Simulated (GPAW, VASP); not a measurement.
Given: the input of a run of VASP 6.6.1 on CoO. 

INCAR

```
SYSTEM = CoO
PREC = Accurate ; ENCUT = 500
EDIFF = 1E-6 ; ISMEAR = 0
SIGMA = 0.05 ; LREAL = .False.
LASPH = .True. ; NELM = 100
ALGO = Fast ; ISIF = 2
LWAVE = .False. ; LCHARG = .True.
ISPIN = 2 ; MAGMOM = 2 0
LORBIT = 11 ; LMAXMIX = 4
GGA = RP ; LELF = .True.
LVHAR = .True.
```

The input KPOINTS:

```
regular mesh
0
Gamma
  12 12 12
  0 0 0
```

File POSCAR:

```
CoO
2.9981
   -0.502985223975      0.502985223975      0.702860991194
    0.502985223975     -0.502985223975      0.702860991194
    0.502985223975      0.502985223975     -0.702860991194
Co O
1 1
Direct
    0.0000000000      0.0000000000      0.0000000000
    0.5000000000      0.5000000000      0.0000000000
```

Potentials or basis: VASP PAW PBE potentials, release 64 (Co, O).

Run with:

```sh
$ cat potpaw_PBE.64/Co/POTCAR potpaw_PBE.64/O/POTCAR > POTCAR
$ mpirun -np 1 vasp_std > vasp.out
```

Problem. Translate it to GPAW 26.7.0 (ASE script). Potentials or basis there: the program's PAW data sets (release 1.2.1) made for this functional, cutoff 800 eV.

Solution. As run (cutoffs and basis follow the program's own potentials, and thresholds, step limits or extra output files can differ):

The input run.py:

```python
from ase.dft.bandgap import bandgap
from ase.io import read, write
from ase.units import GPa
from gpaw import GPAW, PW

atoms = read('POSCAR')
atoms.set_initial_magnetic_moments([2.0, 0.0])

calc = GPAW(mode=PW(800),
            xc='RPBE',
            kpts={'size': (12, 12, 12), 'gamma': True},
            occupations={'name': 'methfessel-paxton', 'order': 0, 'width': 0.05},
            nbands=17,
            convergence={'density': 1e-05, 'energy': 1e-05},
            maxiter=150,
            txt='gpaw.txt')
atoms.calc = calc
energy = atoms.get_potential_energy()
forces = atoms.get_forces()
stress = atoms.get_stress()
calc.write('gs.gpw')
write('result.traj', atoms)
print(f'Energy: {energy:.6f} eV')
print('Forces (eV/A):')
print(forces.round(4))
print('Stress (GPa):', (stress / GPa).round(3))
print('Moments:', calc.get_magnetic_moments().round(3))
print('Fermi level:', round(calc.get_fermi_level(), 4), 'eV')
print(f'Gap: {bandgap(calc)[0]:.4f} eV, direct: {bandgap(calc, direct=True)[0]:.4f} eV')
```

Contents of POSCAR:

```
CoO
1.0
   -1.5080000000      1.5080000000      2.1072475377
    1.5080000000     -1.5080000000      2.1072475377
    1.5080000000      1.5080000000     -2.1072475377
Co O
1 1
Direct
    0.0000000000      0.0000000000      0.0000000000
    0.5000000000      0.5000000000      0.0000000000
```

Potentials or basis: the program's PAW data sets (release 1.2.1) made for this functional, pw.

Run with:

```bash
$ OMP_NUM_THREADS=1 python run.py
```

Both were run:

|  | VASP | GPAW |
| --- | --- | --- |
| Pressure | 5.6 GPa | 6.8 GPa |
| Net moment | 2.95 μB per cell | 2.97 μB per cell |

VASP's potentials were made for PBE.

The magnetic state is the one that the start led to; the real crystal's order can differ.

Pressure is positive in compression.
